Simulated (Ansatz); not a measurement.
## Al: relaxation of cell and atoms with B3LYP

Al:

```
Al
1.0
     4.49160    0.00000    0.00000
    -2.24580    3.88984    0.00000
     0.00000    0.00000    2.72260
Al
2
Cartesian
  0.0000 2.5932 0.0000
  2.2458 1.2966 0.0000
```

The cell was built by a generator and needn't be a form met in nature.

| Quantity | Value |
| --- | --- |
| Program | Ansatz 0.2.0 |
| Task | relaxation of cell and atoms |
| Functional | B3LYP |
| Potentials or basis | Ansatz PAW |
| Cutoff | 420 eV (not typed: the program's choice for these potentials) |
| k mesh | 4 × 4 × 5 |
| Occupations | fermi-dirac, width 0.05 eV |
| Spin | no spin polarisation |

The relaxed volume is 25.81 Å³/atom. The relaxed cell is a = 4.579 Å, b = 4.579 Å, c = 2.842 Å, α = 90.00°, β = 90.00°, γ = 120.00° and the space group after relaxing (to 0.05 Å) is P6/mmm (No. 191). The energy gained by relaxing is 25.5 meV/atom. The ionic steps are 7. The pressure after relaxing is 0.0 GPa. The band gap on the k mesh is none (metal or under the smearing width).

Step by step:
| step | energy change (eV) | largest force (eV/Å) | volume (Å³) |
| --- | --- | --- | --- |
| 1 | 0.0000 | 0.0000 | 47.57 |
| 2 | -0.0488 | 0.0000 | 51.10 |
| 3 | -0.0494 | 0.0000 | 51.50 |
| 4 | -0.0494 | 0.0000 | 51.54 |
| 5 | -0.0509 | 0.0000 | 51.54 |
| 6 | -0.0509 | 0.0000 | 51.61 |
| 7 | -0.0509 | 0.0000 | 51.61 |

Final structure:
```xyz
2
Lattice="4.5793 0.0000 0.0000 -2.2897 3.9658 0.0000 0.0000 0.0000 2.8419" Properties=species:S:1:pos:R:3 pbc="T T T"
Al    0.0000    2.6439    0.0000
Al    2.2897    1.3219    0.0000
```

Levels at points of the mesh, in eV from the Fermi level:
```tsv
k point	band 1	band 2	band 3	band 4	band 5	band 6	band 7
(0.00, 0.00, 0.00)	-9.76	-1.08	-1.08	-0.44	3.15	3.15	6.51
(0.00, -0.50, 0.00)	-8.06	-6.53	-2.20	0.91	7.91	8.35	8.56
```

Run time: 26 s on 2 threads of Arm Neoverse V1, with other jobs on the host, peak memory 0.55 GiB.

Caveat: the k mesh is coarse (spacing up to 0.46 Å⁻¹), so the values aren't converged, least of all with exact exchange; the plane-wave basis is chosen anew once the cell has moved, so the energies of steps on either side of that aren't comparable; the PAW data sets come from PBE, with cores solved anew for the run's functional, which leaves a small shift of forces and pressure.
